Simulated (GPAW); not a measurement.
# NbAs (I4_1md) in GPAW: reference runs

How does NbAs come out in PBEsol? The cell is run as given.

All numbers are computed with GPAW 26.7.0; they aren't measurements. Logs are shortened: lines on timing, memory, paths and dates and some standing lists are left out, and cuts for length are marked. The log counts tension as positive stress, the text compression.

## Step 1: Starting point

The structure is tetragonal, space group I4_1md (No. 109). The conventional cell has a = 3.452 Å, b = 3.452 Å, c = 11.680 Å, α = 90.00°, β = 90.00°, γ = 90.00°. Nb (site symmetry 2mm) has 6 As at 2.60 to 2.63 Å as nearest neighbours. Around As (site symmetry 2mm) lie 6 Nb at 2.60 to 2.63 Å.

## Step 2: Single point, PBEsol

File run.py:

```python
from ase import Atoms
from ase.dft.bandgap import bandgap
from ase.io import write
from ase.units import Bohr, GPa
from ase.parallel import parprint
from gpaw import GPAW, PW, setup_paths
from gpaw.elf import elf_from_dft_calculation

setup_paths.insert(0, '.')

atoms = Atoms(['Nb', 'Nb', 'As', 'As'],
              cell=[[-1.72585, 1.72585, 5.84],
                    [1.72585, -1.72585, 5.84],
                    [1.72585, 1.72585, -5.84]],
              scaled_positions=[[0.5, 0.0, 0.5],
                                [0.75, 0.75, 0.0],
                                [0.916, 0.416, 0.5],
                                [0.166, 0.166, 0.0]],
              pbc=True)

calc = GPAW(mode=PW(600),
            xc='PBEsol',
            kpts={'size': (11, 11, 11), 'gamma': True},
            occupations={'name': 'fermi-dirac', 'width': 0.05},
            nbands=34,
            convergence={'density': 1e-05, 'energy': 1e-05},
            maxiter=150,
            txt='gpaw.txt')
atoms.calc = calc
energy = atoms.get_potential_energy()
forces = atoms.get_forces()
stress = atoms.get_stress()
calc.write('gs.gpw')
write('result.traj', atoms)
parprint(f'Energy: {energy:.6f} eV')
parprint('Forces (eV/A):')
parprint(forces.round(4))
parprint('Stress (GPa):', (stress / GPa).round(3))
parprint('Fermi level:', round(calc.get_fermi_level(), 4), 'eV')
parprint(f'Gap: {bandgap(calc)[0]:.4f} eV, direct: {bandgap(calc, direct=True)[0]:.4f} eV')

# fields on the real-space grid
write('density.cube', atoms, data=calc.get_pseudo_density() * Bohr**3)
write('potential.cube', atoms, data=calc.get_electrostatic_potential())
write('elf.cube', atoms, data=elf_from_dft_calculation(calc).data)
```

Potentials or basis: PAW data sets generated in the run's folder for this functional, pw.

Launch:

```
$ gpaw-setup -f PBEsol As Nb
$ OMP_NUM_THREADS=1 mpirun -n 4 gpaw python run.py
```

gpaw.txt:

```text
__  _  _
 | _ |_)|_||  |
 |__||  | ||/\| - 26.7.0

Input parameters:
  mode=PW(ecut=600.0),
  convergence={'density': 1e-05, 'energy': 1e-05},
  kpts=MonkhorstPack(size=(11, 11, 11), gamma=True),
  maxiter=150,
  nbands=34,
  occupations=Occupations(name='fermi-dirac', width=0.05),
  xc=XC(name='PBEsol')

Diagonalizing LCAO Hamiltonian
Converting LCAO to pw mode

       Nb

         As

       As
         Nb

Atoms  # Å, Bohr magnetons
|   | symbol |         x |         y |        z |    initial magnetic moments |
|---|--------|-----------|-----------|----------|-----------------------------|
| 0 |     Nb |  0.000000 |  1.725850 | 0.000000 | ( 0.0000,  0.0000,  0.0000) |
| 1 |     Nb |  0.000000 | -0.000000 | 8.760000 | ( 0.0000,  0.0000,  0.0000) |
| 2 |     As | -0.000000 |  1.725850 | 4.858880 | ( 0.0000,  0.0000,  0.0000) |
| 3 |     As | -0.000000 |  0.000000 | 1.938880 | ( 0.0000,  0.0000,  0.0000) |

Unit cell  # Å
| periodic |         x |         y |         z |  lengths |     angles |
|----------|-----------|-----------|-----------|----------|------------|
|      yes | -1.725850 |  1.725850 |  5.840000 | 6.329512 | 148.353918 |
|      yes |  1.725850 | -1.725850 |  5.840000 | 6.329512 | 148.353918 |
|      yes |  1.725850 |  1.725850 | -5.840000 | 6.329512 |  45.363182 |

Number of symmetries: 4
Symmetry operations  # r_c * U_cc + t_c -> r_c
|   | kind |            matrix            |
|---|------|------------------------------|
| 0 |  σ   |  1, 1, 1,  0, 0,-1,  0,-1, 0 |
| 1 |  E   |  1, 0, 0,  0, 1, 0,  0, 0, 1 |
| 2 |  C2  |  0, 1, 0,  1, 0, 0, -1,-1,-1 |
| 3 |  σ   |  0, 0,-1,  1, 1, 1, -1, 0, 0 |

BZ-sampling:
  Number of BZ points: 1331
  Number of IBZ points: 216

  Monkhorst-Pack size: [11, 11, 11]
  Monkhorst-Pack shift: [0, 0, 0]

K-points  # in reciprocal-cell coordinates
|     |                                coordinates |     weight |
|-----|--------------------------------------------|------------|
|   0 | (  0.00000000,   0.00000000,   0.00000000) | 0.00075131 |
|   1 | (  0.09090909,  -0.09090909,  -0.09090909) | 0.00150263 |
|   2 | (  0.09090909,  -0.09090909,   0.00000000) | 0.00300526 |
|   3 | (  0.09090909,  -0.09090909,   0.09090909) | 0.00150263 |
|   4 | (  0.09090909,   0.00000000,  -0.09090909) | 0.00300526 |
|   5 | (  0.09090909,   0.00000000,   0.00000000) | 0.00300526 |
|   6 | (  0.09090909,   0.09090909,  -0.09090909) | 0.00150263 |
|   7 | (  0.18181818,  -0.18181818,  -0.18181818) | 0.00150263 |
|   8 | (  0.18181818,  -0.18181818,  -0.09090909) | 0.00300526 |
|   9 | (  0.18181818,  -0.18181818,   0.00000000) | 0.00300526 |
| ... |                                            |            |
| 215 | (  0.45454545,   0.45454545,   0.45454545) | 0.00601052 |

Plane wave coefficients: 2341
Cutoff: 600.0 eV

Spin-components: 1 (collinear spins)
Bands:           34
Projectors:      22
Spin-degeneracy: 2
Datatype:        complex128

Parallelization:
  kpt:    4
  domain: 1
  band:   1

Density:
  Valence electrons: 36.0
  Components: 1
  Grid points: [36 36 36]
  Charge: 0.0  # |e|

Potential:
  Grid points: [36 36 36]

species:
  Nb:
    name:    Niobium
    Z:       41.0
    valence: 13
    core:    28
    charge:  0.0  # [|e|]
    compensation charges:
      type: gauss
      rc: 0.40  # [Å]
      lmax: 2
    cutoffs:
      filter: 2.35  # [Å]
      core: 1.51  # [Å]
    projectors
    | kind |    occ | energy [eV] | rcut [Å] |
    |------|--------|-------------|----------|
    |   4s |  2.000 |     -58.318 |    1.323 |
    |   5s |  1.000 |      -4.011 |    1.323 |
    |   4p |  6.000 |     -34.497 |    1.323 |
    |   5p |  0.000 |      -1.086 |    1.323 |
    |   4d |  4.000 |      -3.056 |    1.244 |
    |    d |        |      24.155 |    1.244 |

    Using partial waves for Nb as LCAO basis

  As:
    name:    Arsenic
    Z:       33.0
    valence: 5
    core:    28
    charge:  0.0  # [|e|]
    compensation charges:
      type: gauss
      rc: 0.33  # [Å]
      lmax: 2
    cutoffs:
      filter: 1.87  # [Å]
      core: 2.96  # [Å]
    projectors
    | kind |    occ | energy [eV] | rcut [Å] |
    |------|--------|-------------|----------|
    |   4s |  2.000 |     -14.495 |    1.058 |
    |   4p |  3.000 |      -5.197 |    1.058 |
    |    s |        |      12.716 |    1.058 |
    |    p |        |      22.014 |    1.058 |
    |    d |        |       0.000 |    1.058 |

    Using partial waves for As as LCAO basis

Reference energy: -330616.110155  # eV

eigensolver:
  PPCG
  Converge bands: occupied
  niter=2

density mixing:
  MSR1-Mixer
  Pratt-step length: 0.05
  Maximum mixing coefficient: 0.75
  Old densities: 10
  SVD Regularization: 0.005
  Good broyden scale: 1.0
  Trust region scale: 1.0
  Backstep threshold: 4.0
  History deletion threshold: 6.0
  Fourier metric: weight=20.0, sigma=0.015

occupation numbers:
  Fermi-Dirac:
    width: 0.0500  # eV

poisson solver:
  ecut: 4800.0  # eV

xc functional:
  name: PBEsol with 2 nearest neighbor stencil

convergence criteria:
- Maximum integral of absolute [dens]ity change: 1e-05 electrons / valence electron
- Maximum [total energy] change in last 3 cyles: 1e-05 eV / valence electron
- Maximum integral of absolute [eigenst]ate change: 4e-08 eV^2 / valence electron
maximum number of iterations: 150

SCF iterations
|iter     | |      energy | eigst |  dens |
|---------|-|-------------|-------|-------|
|iter:   1| |  -37.493287 | +0.08 |       |
|iter:   2| |  -36.946576 | -2.22 | -0.97 |
|iter:   3| |  -35.410751 | -1.02 | -1.03 |
|iter:   4| |  -35.386455 | -2.90 | -1.66 |
|iter:   5| |  -35.383711 | -3.31 | -1.95 |
|iter:   6| |  -35.383516 | -4.56 | -2.72 |
|iter:   7| |  -35.383495c| -5.87 | -3.39 |
|iter:   8| |  -35.383495c| -7.12 | -3.88 |
|iter:   9| |  -35.383493c| -7.58c| -3.90 |
|iter:  10| |  -35.383493c| -7.90c| -4.90 |
|iter:  11| |  -35.383493c| -8.96c| -5.52c|

Converged in 11 steps
Energy contributions relative to reference atoms: (reference = -330616.110155)

Energy contributions:
  Kinetic:          24.867693
  Coulomb:         -31.747303
  Zero:             -0.181057
  External:          0.000000
  Xc:              -28.319765
  Entropy:          -0.006121
  Spinorbit:         0.000000
  ----------------------------
  Free energy:     -35.386553
  Extrapolated:    -35.383493

dipole moment: (-22.293918, -1.760481, 26.843900)  # |e|*Ang

Fermi level: 10.517
Eigenvalues  # (at kpt = [0.000, 0.000, 0.000])
| band index |      eig [eV] | occ [0-2] |
|------------|---------------|-----------|
|          0 |       -44.525 |     2.000 |
|        ... |               |           |
|         10 |         4.293 |     2.000 |
|         11 |         7.693 |     2.000 |
|         12 |         8.269 |     2.000 |
|         13 |         8.269 |     2.000 |
|         14 |         8.474 |     2.000 |
|         15 |         8.842 |     2.000 |
[... 8 lines left out ...]
|         24 |        14.488 |     0.000 |
|         25 |        14.488 |     0.000 |
|        ... |               |           |
|         33 |        27.646 |     0.000 |

No gap
No difference between direct/indirect transitions

Forces  # eV/Ang
|        x |       y |        z |
|----------|---------|----------|
|  0.00000 | 0.00000 | -0.28522 |  # Nb   0
|  0.00000 | 0.00000 | -0.28554 |  # Nb   1
| -0.00000 | 0.00000 |  0.28546 |  # As   2
|  0.00000 | 0.00000 |  0.28534 |  # As   3

Stress tensor  # eV/Ang^3
|         x |         y |         z |
|-----------|-----------|-----------|
|  0.018139 |  0.000000 | -0.000000 |
|  0.000000 |  0.018139 | -0.000000 |
| -0.000000 | -0.000000 |  0.011704 |

# Writing to gs.gpw (mode='')
```

Run time: 11 min. Hardware: 4 MPI ranks of Intel Xeon at 2.50GHz (Skylake/Cascade Lake), shared host; peak memory 0.35 GiB.

Results:

```yaml
Free_energy: -35.3866 eV
Pressure: -2.6 GPa
Largest_force: 0.286 eV/Å
Band_gap_on_the_k_mesh: none (metal or under the smearing width)
```

Forces in eV/Å, atoms in the order of the input:
```
Nb   0.000  0.000 -0.285
Nb   0.000  0.000 -0.286
As   0.000  0.000  0.285
As   0.000  0.000  0.285
```

Caveat: the program warned that so skewed a cell can give wrong results.
